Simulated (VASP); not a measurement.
# Ca4F (F-43m) in VASP: further runs, part 3 of 3

VASP 6.6.1. Earlier steps stand in the parts before.

### Step 5. Relaxation of cell and atoms, PBE (random cell by space group and Wyckoff sites (F-43m, No. 216))

The input, INCAR:

```
SYSTEM = Ca4F
ALGO = Normal ; EDIFF = 1E-6
EDIFFG = -0.04 ; ENCUT = 600
GGA = PE ; IBRION = 2
ISIF = 3 ; ISMEAR = 0
LASPH = .True. ; LCHARG = .False.
LREAL = .False. ; LWAVE = .False.
NELM = 100 ; NSW = 90
PREC = Accurate ; SIGMA = 0.1
```

The input, KPOINTS:

```
k-points
0
Gamma
  4 4 4
  0 0 0
```

The input, POSCAR:

```
Ca4F
1.0
    0.0000000000      3.8617020200      3.8617020200
    3.8617020200      0.0000000000      3.8617020200
    3.8617020200      3.8617020200      0.0000000000
Ca F
4 1
Direct
    0.3763068000      0.3763068000      0.3763068000
    0.3763068000      0.3763068000      0.8710795900
    0.3763068000      0.8710795900      0.3763068000
    0.8710795900      0.3763068000      0.3763068000
    0.5000000000      0.5000000000      0.5000000000
```

Potentials or basis: VASP PAW PBE potentials, release 64 (Ca_sv, F).

On the command line:

```sh
cat potpaw_PBE.64/Ca_sv/POTCAR potpaw_PBE.64/F/POTCAR > POTCAR
mpirun -np 1 vasp_std > vasp.out
```

OUTCAR:

```text
SYSTEM = Ca4F
   EDIFF = 1E-6
   EDIFFG = -0.04
   ENCUT = 600
   GGA = PE
   IBRION = 2
   ISIF = 3
   ISMEAR = 0
   LASPH = .True.
   LREAL = .False.
   NELM = 100
   NSW = 90
   PREC = Accurate

 ion  position               nearest neighbor table
   1  0.376  0.376  0.376-   5 1.65   3 2.70   4 2.70   2 2.70   2 2.76   3 2.76   4 2.76
   2  0.376  0.376  0.871-   5 1.65   3 2.70   4 2.70   1 2.70   1 2.76   3 2.76   4 2.76
   3  0.376  0.871  0.376-   5 1.65   2 2.70   4 2.70   1 2.70   1 2.76   2 2.76   4 2.76
   4  0.871  0.376  0.376-   5 1.65   2 2.70   3 2.70   1 2.70   2 2.76   3 2.76   1 2.76
   5  0.500  0.500  0.500-   2 1.65   3 1.65   4 1.65   1 1.65

  LATTYP: Found a face centered cubic cell.
 ALAT       =     7.7234040400

  Lattice vectors:

 A1 = (   0.0000000000,   3.8617020200,   3.8617020200)
 A2 = (   3.8617020200,   0.0000000000,   3.8617020200)
 A3 = (   3.8617020200,   3.8617020200,   0.0000000000)

Analysis of symmetry for initial positions (statically):
=====================================================================
 Subroutine PRICEL returns:
 Original cell was already a primitive cell.

 Routine SETGRP: Setting up the symmetry group for a
 face centered cubic supercell.

 Subroutine GETGRP returns: Found 24 space group operations
 (whereof 24 operations were pure point group operations)
 out of a pool of 48 trial point group operations.

The static configuration has the point symmetry T_d .

Analysis of symmetry for dynamics (positions and initial velocities):
=====================================================================
 Subroutine PRICEL returns:
 Original cell was already a primitive cell.

 Routine SETGRP: Setting up the symmetry group for a
 face centered cubic supercell.

 Subroutine GETGRP returns: Found 24 space group operations
 (whereof 24 operations were pure point group operations)
 out of a pool of 48 trial point group operations.

The dynamic configuration has the point symmetry T_d .

 Subroutine INISYM returns: Found 24 space group operations
 (whereof 24 operations are pure point group operations),
 and found     1 'primitive' translations

----------------------------------------------------------------------------------------

[... 89 lines left out ...]
   POTIM  = 0.5000    time-step for ionic-motion
   TEBEG  =    0.0;   TEEND  =   0.0 temperature during run
   PSTRESS=    0.0 pullay stress
   NELECT =      47.0000    total number of electrons
   NUPDOWN=      -1.0000    fix difference up-down
   EMIN   =  10.00;   EMAX   =-10.00  energy-range for DOS
   EFERMI =   0.00;   METHOD = LEGACY
   ISMEAR =     0;   SIGMA  =   0.10  broadening in eV -4-tet -1-fermi 0-gaus
   EFERMI_NEDOS =   21; number of points for ismear=-14 and -15
   IALGO  =     38    algorithm
   IMIX   =      4    mixing-type and parameters
     AMIX     =   0.40;   BMIX     =  1.00
     AMIX_MAG =   1.60;   BMIX_MAG =  1.00
  volume/ion in A,a.u.               =      23.04       155.45
  Fermi-wavevector in a.u.,A,eV,Ry     =   1.214280  2.294656 20.061449  1.474475
  Thomas-Fermi vector in A             =   2.349704
   LORBIT       =      0    0 simple, 1 ext, 2 COOP (PROOUT), +10 PAW based schemes
   GGA     = PE    functional components
   LHFCALC =     F    Hartree Fock is set to
   AEXX    =    0.0000 exact exchange contribution
   IVDW    =     0    specifies the selected vdW correction
   LEPSILON=     F    determine dielectric tensor
   LRPA    =     F    only Hartree local field effects (RPA)
 conjugate gradient relaxation of ions
 non-spin polarized calculation
 Gauss-broadening in eV      SIGMA  =   0.10
  energy-cutoff  :      600.00
  volume of cell :      115.18
 maximum number of plane-waves:      3860
 NGX is ok and might be reduce to    48
   NGX = 21   NGY = 21   NGZ = 21

--------------------------------------- Ionic step        1  -------------------------------------------

 number of electron      47.0000001 magnetization

 Free energy of the ion-electron system (eV)
  ---------------------------------------------------
  ext. energy  EPLUGINS =         0.00000000
  ---------------------------------------------------
  free energy    TOTEN  =         8.16631235 eV

  energy without entropy =        8.21220793  energy(sigma->0) =        8.18926014

 E-fermi :   4.1671     XC(G=0):  -9.0299

 val. band max:        4.1583402706   @ k =   0.2500   0.0000   0.0000
 cond. band min:       4.2253267538   @ k =   0.2500   0.2500   0.0000
 fundamental gap:      0.0669864832
 Fermi energy:         4.1670850509
[... 614 lines left out ...]
     27       0.1804      0.00000
     28       0.4312      0.00000

[... ionic steps 4 to 13 ...]

--------------------------------------- Ionic step       14  -------------------------------------------

 number of electron      46.9999969 magnetization

------------------------ aborting loop because EDIFF is reached ----------------------------------------
[... 73 lines left out ...]
--------------------------------------- Ionic step       16  -------------------------------------------

 number of electron      46.9999976 magnetization

 Free energy of the ion-electron system (eV)
  ---------------------------------------------------
  ext. energy  EPLUGINS =         0.00000000
  ---------------------------------------------------
  free energy    TOTEN  =       -10.70859414 eV

  energy without entropy =      -10.65321084  energy(sigma->0) =      -10.68090249

 E-fermi :   0.6051     XC(G=0):  -6.3508

 val. band max:        0.5621629806   @ k =   0.2500   0.2500   0.0000
 cond. band min:       0.6158433931   @ k =   0.5000   0.0000   0.0000
 fundamental gap:      0.0536804125
 Fermi energy:         0.6050590668
[... 278 lines left out ...]
  FREE ENERGIE OF THE ION-ELECTRON SYSTEM (eV)
  ---------------------------------------------------
  free  energy   TOTEN  =       -10.7085941434 eV

  energy  without entropy=      -10.6532108446  energy(sigma->0) =      -10.68090249

 reached required accuracy - stopping structural energy minimisation
```

OSZICAR:

```text
N       E                     dE             d eps       ncg     rms          rms(c)
DAV:   1     0.661110328113E+03    0.66111E+03   -0.26274E+04   448   0.182E+03
DAV:   2     0.483020624490E+02   -0.61281E+03   -0.60701E+03   524   0.540E+02
DAV:   3     0.128211792406E+02   -0.35481E+02   -0.34548E+02   508   0.128E+02
[... 222 lines left out ...]
DAV:   6    -0.107085876949E+02   -0.39400E-03   -0.78753E-04   720   0.106E-01    0.791E-03
DAV:   7    -0.107085941258E+02   -0.64309E-05   -0.26954E-05   560   0.243E-02    0.408E-03
DAV:   8    -0.107085925957E+02    0.15301E-05   -0.32641E-06   440   0.969E-03    0.400E-03
DAV:   9    -0.107085944019E+02   -0.18062E-05   -0.63019E-07   276   0.691E-03    0.371E-04
DAV:  10    -0.107085941434E+02    0.25852E-06   -0.85997E-08   272   0.189E-03
  16 F= -.10708594E+02 E0= -.10680902E+02  d E =-.943414E-02
```

CONTCAR:

```text
Ca4F
   1.00000000000000
     0.0000000000000000    5.0848900811810198    5.0848900811810198
     5.0848900811810198   -0.0000000000000000    5.0848900811810198
     5.0848900811810198    5.0848900811810198   -0.0000000000000000
  Ca              F
     4     1
Direct
     0.3707579684191810    0.3707579684191810    0.3707579684191810
     0.3707579684191809    0.3707579684191809    0.8877260847424633
     0.3707579684191810    0.8877260847424633    0.3707579684191810
     0.8877260847424633    0.3707579684191809    0.3707579684191810
     0.5000000000000000    0.5000000000000000    0.5000000000000000

  0.00000000E+00  0.00000000E+00  0.00000000E+00
  0.00000000E+00  0.00000000E+00  0.00000000E+00
  0.00000000E+00  0.00000000E+00  0.00000000E+00
  0.00000000E+00  0.00000000E+00  0.00000000E+00
  0.00000000E+00  0.00000000E+00  0.00000000E+00
```

Wall time 15 min (1 thread of AMD EPYC 7R43 (Zen 3), shared host); peak memory 0.3 GiB.

Results:

| Property | Result |
| --- | --- |
| Free energy | -10.7086 eV |
| Relaxed volume | 52.59 Å³/atom |
| Relaxed cell | a = 7.191 Å, b = 7.191 Å, c = 7.191 Å, α = 60.00°, β = 60.00°, γ = 60.00° |
| Space group after relaxing (to 0.05 Å) | F-43m (No. 216) |
| Energy gained by relaxing | 3775.0 meV/atom |
| Ionic steps | 16 |
| Pressure after relaxing | 0.1 GPa |
| Largest force after relaxing | 0.039 eV/Å |
| Band gap on the k mesh | none (metal or under the smearing width) |

Forces in eV/Å, atoms in the order of the input:
```
Ca   0.022  0.022  0.022
Ca  -0.022 -0.022  0.022
Ca  -0.022  0.022 -0.022
Ca   0.022 -0.022 -0.022
F    0.000  0.000  0.000
```

The path:
```csv
step,energy change (eV),largest force (eV/Å),pressure (GPa),volume (Å³)
1,0.0000,15.8664,63.24,115.18
2,-0.4784,9.6329,1.52,342.93
3,-4.6435,7.6834,2.16,287.10
4,-6.7466,7.0585,2.93,255.49
5,-10.7978,5.5490,7.81,176.12
6,-10.8073,2.8264,15.89,143.50
7,-10.9999,4.9487,9.81,163.83
8,-11.0610,4.5594,10.95,158.64
9,-17.2442,3.0347,5.50,219.05
10,-15.3054,0.2623,-6.99,396.25
11,-18.7529,0.2057,-1.78,284.49
12,-18.8258,0.4401,-0.77,271.74
13,-18.8272,0.5048,-0.52,268.74
14,-18.8652,0.2197,0.25,260.87
15,-18.8655,0.1877,0.34,260.07
16,-18.8749,0.0388,0.10,262.95
```

Final structure:
```
CELL_PARAMETERS angstrom
0.00000 5.08489 5.08489
5.08489 0.00000 5.08489
5.08489 5.08489 0.00000
ATOMIC_POSITIONS crystal
Ca 0.37076 0.37076 0.37076
Ca 0.37076 0.37076 0.88773
Ca 0.37076 0.88773 0.37076
Ca 0.88773 0.37076 0.37076
F 0.50000 0.50000 0.50000
```

Caveat: the volume moved by over 15 % at a fixed basis, so the end points are rough; an odd number of electrons without spin polarisation forces a metal; a magnetic or distorted state may lie lower.

### Step 6. Single point, PBE (random cell by space group and Wyckoff sites (F-43m, No. 216))

The input, INCAR:

```
PREC     = Accurate       # precision mode
ENCUT    = 520            # plane-wave cutoff, eV
EDIFF    = 1E-7           # SCF threshold, eV
ISMEAR   = 0              # smearing method
SIGMA    = 0.1            # smearing width, eV
LREAL    = F              # projectors in reciprocal space
LASPH    = T              # aspherical terms in the spheres
NELM     = 100            # most SCF steps
ALGO     = Normal         # electronic algorithm
ISIF     = 2              # what is computed and relaxed
LWAVE    = F              # write WAVECAR
LCHARG   = F              # write CHGCAR
GGA      = PE             # functional
NBANDS   = 32             # bands
```

The input, KPOINTS:

```
Automatic mesh
0
Gamma
  4 4 4
```

POSCAR is that of step 5.

Potentials or basis: VASP PAW PBE potentials, release 64 (Ca_sv, F).

On the command line:

```sh
cat potpaw_PBE.64/Ca_sv/POTCAR potpaw_PBE.64/F/POTCAR > POTCAR
mpirun -np 1 vasp_std > vasp.out
```

OUTCAR:

```text
PREC = Accurate
   ENCUT = 520
   EDIFF = 1E-7
   ISMEAR = 0
   LREAL = F
   LASPH = T
   NELM = 100
   ISIF = 2
   GGA = PE

 ion  position               nearest neighbor table
   1  0.376  0.376  0.376-   5 1.65   3 2.70   4 2.70   2 2.70   2 2.76   3 2.76   4 2.76
   2  0.376  0.376  0.871-   5 1.65   3 2.70   4 2.70   1 2.70   1 2.76   3 2.76   4 2.76
   3  0.376  0.871  0.376-   5 1.65   2 2.70   4 2.70   1 2.70   1 2.76   2 2.76   4 2.76
   4  0.871  0.376  0.376-   5 1.65   2 2.70   3 2.70   1 2.70   2 2.76   3 2.76   1 2.76
[... 467 lines left out ...]
  --------------------------------------------------------------------------------------
  -------------------------------------------------------------------------------------
  Total       45.4754746     45.4754746     45.4754746      0.0000000     -0.0000000      0.0000000
  in kB      632.5888732    632.5888732    632.5888732      0.0000000     -0.0000000      0.0000000
  external PRESSURE =     632.5888732 kB  Pullay stress =       0.0000000 kB

 VOLUME and BASIS-vectors are now :
 -----------------------------------------------------------------------------
  energy-cutoff  :      520.00
  volume of cell :      115.18
      direct lattice vectors                 reciprocal lattice vectors
     0.000000000  3.861702020  3.861702020    -0.129476588  0.129476588  0.129476588
     3.861702020  0.000000000  3.861702020     0.129476588 -0.129476588  0.129476588
     3.861702020  3.861702020  0.000000000     0.129476588  0.129476588 -0.129476588

 POSITION                                       TOTAL-FORCE (eV/Angst)
 -----------------------------------------------------------------------------------
      2.90637      2.90637      2.90637        -9.163897     -9.163897     -9.163897
      4.81703      4.81703      2.90637         9.163897      9.163897     -9.163897
      4.81703      2.90637      4.81703         9.163897     -9.163897      9.163897
      2.90637      4.81703      4.81703        -9.163897      9.163897      9.163897
      3.86170      3.86170      3.86170         0.000000      0.000000      0.000000
 -----------------------------------------------------------------------------------
    total drift:                                0.000069      0.000069      0.000069

  FREE ENERGIE OF THE ION-ELECTRON SYSTEM (eV)
  ---------------------------------------------------
  free  energy   TOTEN  =         8.1757432755 eV

  energy  without entropy=        8.2216339881  energy(sigma->0) =        8.19868863
```

Run time: 52 s. Hardware: 1 thread of AMD EPYC 7R43 (Zen 3), shared host; peak memory 0.21 GiB.

What came out:

| Quantity | Value |
| --- | --- |
| Free energy | 8.1757 eV |
| Pressure | 63.3 GPa |
| Largest force | 15.872 eV/Å |
| Band gap on the k mesh | none (metal or under the smearing width) |

Forces on the atoms (eV/Å):
```
Ca  -9.164 -9.164 -9.164
Ca   9.164  9.164 -9.164
Ca   9.164 -9.164  9.164
Ca  -9.164  9.164  9.164
F    0.000  0.000  0.000
```

Caveat: a pressure of tens of GPa on the cell as given is suspect, and the run, the potentials or the cell itself is likely at fault; an odd number of electrons without spin polarisation forces a metal; a magnetic or distorted state may lie lower.

### Step 7. Summary

```tsv
task	cell	k mesh	cutoff (eV)	gap on the mesh (eV)	pressure (GPa)	relaxed volume (Å³/atom)	largest force (eV/Å)
single point	random cell by space group and Wyckoff sites (F-43m, No. 216)	6 × 6 × 6	520	none	0.1	-	0.01
relaxation of cell and atoms	relaxed from: random cell by space group and Wyckoff sites (F-43m, No. 216)	6 × 6 × 6	600	none	0.0	62.33	0.01
single point	random cell by space group and Wyckoff sites (F-43m, No. 216)	4 × 4 × 4	520	none	63.3	-	15.87
relaxation of cell and atoms	relaxed from: random cell by space group and Wyckoff sites (F-43m, No. 216)	4 × 4 × 4	600	none	0.1	52.59	0.04
```

Alike in all rows: level PBE; potentials or basis VASP PAW PBE potentials, release 64 (Ca_sv, F); no spin polarisation; smearing gaussian 0.1 eV.

Caveats: an odd number of electrons without spin polarisation forces a metal; a magnetic or distorted state may lie lower; a pressure of tens of GPa on the cell as given is suspect, and the run, the potentials or the cell itself is likely at fault (some runs); the volume moved by over 15 % at a fixed basis, so the end points are rough (some runs).

Total energies depend on the potentials used, so only differences within one code and one set of settings carry meaning.
